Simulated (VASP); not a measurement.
Set up this calculation in VASP 6.6.1, as the native input.

```yaml
Task: single point
Functional: PBEsol
Potentials_or_basis: VASP PAW PBE potentials, release 64 (Pt)
Cutoff: 520 eV
k_mesh: 12 × 12 × 1
Occupations: gaussian, width 0.1 eV
Spin: no spin polarisation
Dipole_correction: yes
Further_INCAR_settings: ALGO = Normal; EDIFF = 1e-06; NBANDS = 28
```

The structure of Pt lies in POSCAR:

```
Pt
1.0
    2.7704872829      0.0000000000      0.0000000000
   -1.3852436415      2.3993123679      0.0000000000
    0.0000000000      0.0000000000     23.7862801820
Pt
4
Direct
    0.6666666667      0.3333333333      0.3573488555
    0.3333333333      0.6666666667      0.4524496185
    0.0000000000      0.0000000000      0.5464680533
    0.6666666667      0.3333333333      0.6417849451
```

The cell isn't the ideal one: clean slab, lower half held.

One way to write it, as run:

INCAR

```
PREC = Accurate
ENCUT = 520
EDIFF = 1E-6
ISMEAR = 0
SIGMA = 0.1
LREAL = F
LASPH = T
NELM = 100
ALGO = Normal
ISIF = 2
LWAVE = F
LCHARG = T
LDIPOL = T
IDIPOL = 3
DIPOL = 0.5 0.5 0.500
GGA = PS
LELF = T
LVHAR = T
LVACPOTAV = T
NBANDS = 28
```

KPOINTS

```
regular mesh
0
Gamma
  12 12 1
```

Potentials or basis: VASP PAW PBE potentials, release 64 (Pt).

Run with:

```sh
$ cat potpaw_PBE.64/Pt/POTCAR > POTCAR
$ mpirun -np 1 vasp_std > vasp.out
```

It gave:

| Item | Value |
| --- | --- |
| Largest force | 0.027 eV/Å |
| Band gap on the k mesh | none (metal or under the smearing width) |
| Work function of the upper face | 5.82 eV |
| Work function of the lower face | 5.82 eV |

Caveat: the PAW data sets were made with another functional, which shifts forces and pressure a little.

It took 90 s on 1 thread of Intel(R) Xeon(R) 6975P-C (Granite Rapids) (shared host), peak memory 0.32 GiB.
